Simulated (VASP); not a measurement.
# CaO in VASP 6.6.1, single-point calculation

INCAR

```
METAGGA = RTPSS
NBANDS = 15
ISIF = 2
NSW = 0
NELM = 120
LREAL = .FALSE.
IBRION = -1
ISMEAR = -1
LASPH = .TRUE.
EDIFF = 1E-7
NELECT = 16.1
SIGMA = 0.2
LCHARG = .FALSE.
ENCUT = 520
PREC = Accurate
LWAVE = .FALSE.
```

KPOINTS

```
KPOINTS created by Atomic Simulation Environment
0
Gamma
10 10 10
0 0 0
```

POSCAR

```
Ca O
 1.0000000000000000
     0.0000000000000000    2.3016481089999998    2.4512514325999999
     2.3016481089999998    0.0000000000000000    2.4512514325999999
     2.3016481089999998    2.3016481089999998    0.0000000000000000
 Ca  O
   1   1
Cartesian
  0.0000000000000000  0.0000000000000000  0.0000000000000000
  2.3016481089999998  2.3016481089999998  2.4512514325999994
```

The recommended PBE PAW datasets give the neutral cell 16 valence electrons.

Command

```
mpirun -np 1 vasp_std
```

OSZICAR

```
N       E                     dE             d eps       ncg     rms          rms(c)
DAV:   1    -0.769840566055E+04   -0.76984E+04   -0.11378E+07  3060   0.173E+07
DAV:   2    -0.327504369334E+06   -0.31981E+06   -0.29811E+06  4707   0.330E+04
DAV:   3    -0.332860985466E+06   -0.53566E+04   -0.37893E+04  5217   0.379E+04
DAV:   4    -0.333562756563E+06   -0.70177E+03   -0.29036E+04  5371   0.509E+03
DAV:   5    -0.331913616027E+06    0.16491E+04   -0.14627E+04  5479   0.162E+03    0.183E+01
DAV:   6    -0.249529969214E+02    0.33189E+06   -0.45640E+03  3401   0.223E+02    0.235E+01
DAV:   7    -0.192728546444E+02    0.56801E+01   -0.42345E+01  3684   0.587E+01    0.159E+01
DAV:   8    -0.179042404063E+02    0.13686E+01   -0.20537E+00  3977   0.131E+01    0.136E+01
DAV:   9    -0.169778127057E+02    0.92643E+00   -0.14528E-01  3565   0.386E+00    0.123E+01
DAV:  10    -0.135998593605E+02    0.33780E+01   -0.83311E+00  4075   0.277E+01    0.153E+00
...
DAV:  25    -0.140077505116E+02   -0.16204E-02   -0.71234E-03  4330   0.476E-01    0.258E-01
DAV:  26    -0.140089171791E+02   -0.11667E-02   -0.19099E-03  4739   0.289E-01    0.173E-01
DAV:  27    -0.140091635741E+02   -0.24640E-03   -0.62897E-04  4348   0.144E-01    0.110E-01
DAV:  28    -0.140092620320E+02   -0.98458E-04   -0.20797E-04  4682   0.838E-02    0.751E-02
DAV:  29    -0.140092940068E+02   -0.31975E-04   -0.77941E-05  4447   0.458E-02    0.489E-02
DAV:  30    -0.140093096345E+02   -0.15628E-04   -0.61095E-05  4404   0.363E-02    0.207E-02
DAV:  31    -0.140093235133E+02   -0.13879E-04   -0.29854E-05  4504   0.282E-02    0.405E-03
DAV:  32    -0.140093282611E+02   -0.47478E-05   -0.81436E-06  4763   0.169E-02    0.221E-03
DAV:  33    -0.140093282886E+02   -0.27464E-07   -0.94897E-07  4845   0.747E-03
   1 F= -.14009328E+02 E0= -.13995153E+02  d E =-.283500E-01
```

From OUTCAR

```
k-points           NKPTS =    102   k-points in BZ     NKDIM =    102   number of bands    NBANDS=     15

   NELECT =      16.1000    total number of electrons

   dimension x,y,z NGX =    28 NGY =   28 NGZ =   24
   dimension x,y,z NGXF=    56 NGYF=   56 NGZF=   48

  energy-cutoff  :      520.00
  volume of cell :       25.97
      direct lattice vectors                 reciprocal lattice vectors
     0.000000000  2.301648109  2.451251433    -0.217235640  0.217235640  0.203977443
     2.301648109  0.000000000  2.451251433     0.217235640 -0.217235640  0.203977443
     2.301648109  2.301648109  0.000000000     0.217235640  0.217235640 -0.203977443

 k-points in reciprocal lattice and weights: KPOINTS created by Atomic Simulation Env
   0.00000000  0.00000000  0.00000000       0.001
   0.10000000  0.00000000  0.00000000       0.008
   0.20000000  0.00000000  0.00000000       0.008
   0.30000000 -0.00000000  0.00000000       0.008
   0.40000000 -0.00000000  0.00000000       0.008
   0.50000000  0.00000000  0.00000000       0.004
   0.10000000  0.10000000  0.00000000       0.002
   0.20000000  0.10000000  0.00000000       0.008
   ...

 E-fermi :   6.8044

 k-point     1 :       0.0000    0.0000    0.0000
  band No.  band energies     occupation
      1     -35.3444      2.00000
      2     -15.5423      2.00000
      3     -15.5011      2.00000
      4     -15.5011      2.00000
      5     -13.7954      2.00000
      6       2.4313      2.00000
      7       2.6148      2.00000
      8       2.6148      2.00000
      9       7.5776      0.04102
     10       8.9374      0.00005
     11       9.4227      0.00000
     12       9.4227      0.00000
     13      10.9656      0.00000
     14      11.4087      0.00000
     15      17.5999      0.00000

 k-point     2 :       0.1000    0.0000    0.0000
  band No.  band energies     occupation
      1     -35.3308      2.00000
      2     -15.7816      2.00000
      3     -15.5429      2.00000
      4     -15.5030      2.00000
      5     -13.5219      2.00000
      6       2.1342      2.00000
      7       2.3691      2.00000
      8       2.4503      2.00000
      9       8.0488      0.00396
     10       9.0583      0.00003
     11       9.4464      0.00000
     12       9.6014      0.00000
     13      11.2368      0.00000
     14      11.6926      0.00000
     15      18.1229      0.00000

 k-point     3 :       0.2000    0.0000    0.0000
  band No.  band energies     occupation
      1     -35.2951      2.00000
      2     -16.2906      2.00000
      3     -15.5712      2.00000
      4     -15.5077      2.00000
      5     -13.0032      2.00000
      6       1.3196      2.00000
      7       1.9797      2.00000
      8       2.0562      2.00000
      9       9.0077      0.00003
     10       9.2775      0.00001
     11       9.9039      0.00000
     12      10.0987      0.00000
     13      11.9350      0.00000
     14      12.4245      0.00000
     15      19.0663      0.00000

 ...

  Total        3.3208967      3.3208967      0.8591161      0.0000000      0.0000000      0.0000000
  in kB      204.8661637    204.8661637     52.9988847      0.0000000      0.0000000      0.0000000
  external PRESSURE =     154.2437374 kB  Pullay stress =       0.0000000 kB

 POSITION                                       TOTAL-FORCE (eV/Angst)
 -----------------------------------------------------------------------------------
      0.00000      0.00000      0.00000         0.000000     -0.000000      0.000000
      2.30165      2.30165      2.45125        -0.000000      0.000000     -0.000000
 -----------------------------------------------------------------------------------
    total drift:                                0.000000      0.000000      0.000000

  FREE ENERGIE OF THE ION-ELECTRON SYSTEM (eV)
  ---------------------------------------------------
  free  energy   TOTEN  =       -14.0093282886 eV

  energy  without entropy=      -13.9809782410  energy(sigma->0) =      -13.99515326
```

It converged. Results: pressure 15.4 GPa.

The cell is charged and sits in a uniform background.

For comparison, a separate PBE run of the intended cell, on usual settings and not on those above, gives a gap of 3.50 eV on its mesh and a pressure of 12.3 GPa.

The run above took about 4.6 min on one core of a shared host (Intel Xeon Platinum 8488C) and held 0.19 GiB at most.
